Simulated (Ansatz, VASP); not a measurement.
**Cu in VASP and in Ansatz**

```xyz
2
Lattice="2.5678 0.0000 0.0000 -1.2839 2.2238 0.0000 0.0000 0.0000 4.1955" Properties=species:S:1:pos:R:3 pbc="T T T"
Cu    0.0000    1.4825    1.0489
Cu    1.2839    0.7413    3.1466
```

Alike in both runs: task relaxation of cell and atoms; functional PBE; k mesh 18 × 18 × 10; occupations fermi-dirac, width 0.05 eV; no spin polarisation.

|  | VASP | Ansatz |
| --- | --- | --- |
| version | VASP 6.6.1 | Ansatz 0.2.0 |
| potentials or method | VASP PAW PBE potentials, release 64 (Cu), cutoff 600 eV | all-electron LAPW, non-relativistic |

VASP gave:

* relaxed volume (Å³/atom): 12.03
* relaxed cell length with the largest relative difference (Å): 2.571
* energy change over the relaxation (meV/atom): 0

Task: Estimate Ansatz's values.

Result: Relaxed volume (Å³/atom): 12.34; relaxed cell length with the largest relative difference (Å): 2.594; energy change over the relaxation (meV/atom): -4.

Ansatz ran all-electron here, so the differences hold the error of VASP's frozen core and of both bases.
